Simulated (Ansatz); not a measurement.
Crystal: CoO.

```
CELL_PARAMETERS angstrom
2.82845 0.00000 0.00000
-1.41423 2.44951 0.00000
0.00000 0.00000 2.72172
ATOMIC_POSITIONS crystal
Co 0.00000 0.00000 0.50000
O 0.66667 0.33333 0.00000
```

The cell was built by a generator and needn't be a form met in nature.

```yaml
Program: Ansatz 0.2.0
Task: relaxation of cell and atoms
Functional: PBE
Dispersion: D3(BJ)
Potentials_or_basis: Ansatz PAW
Cutoff: "420 eV (not typed: the program's choice for these potentials)"
k_mesh: 8 × 8 × 7
Occupations: fermi-dirac, width 0.05 eV
Spin: collinear spin, ferromagnetic start
Starting_moments: "[2.0, 0.0] μB"
```

At the start: volume 9.43 Å³/atom.

**Question.** How do energy, volume and symmetry change on relaxing?

**Answer.** It ends after 7 steps and the volume is 9.23 Å³/atom (-2.1 %); space group P-6m2 (No. 187, to 0.05 Å); moment 3.00 μB per cell.

Step by step:
```tsv
step	energy change (eV)	largest force (eV/Å)	volume (Å³)
1	0.0000	0.0000	18.86
2	-0.0048	0.0000	18.65
3	-0.0067	0.0000	18.46
4	-0.0067	0.0000	18.47
5	-0.0051	0.0000	18.47
6	-0.0052	0.0000	18.45
7	-0.0051	0.0000	18.45
```

Final structure:
```xyz
2
Lattice="2.8029 0.0000 0.0000 -1.4014 2.4274 0.0000 0.0000 0.0000 2.7121" Properties=species:S:1:pos:R:3 pbc="T T T"
Co    0.0000    0.0000    1.3561
O     1.4014    0.8091    0.0000
```

Caveat: the plane-wave basis is chosen anew once the cell has moved, so the energies of steps on either side of that aren't comparable; the pressure holds a Pulay correction of +0.8 GPa for the finite cutoff; a cell with one magnetic atom can't hold antiferromagnetic order, which such compounds often take; pairwise dispersion overbinds metals, which lowers pressure and volume.
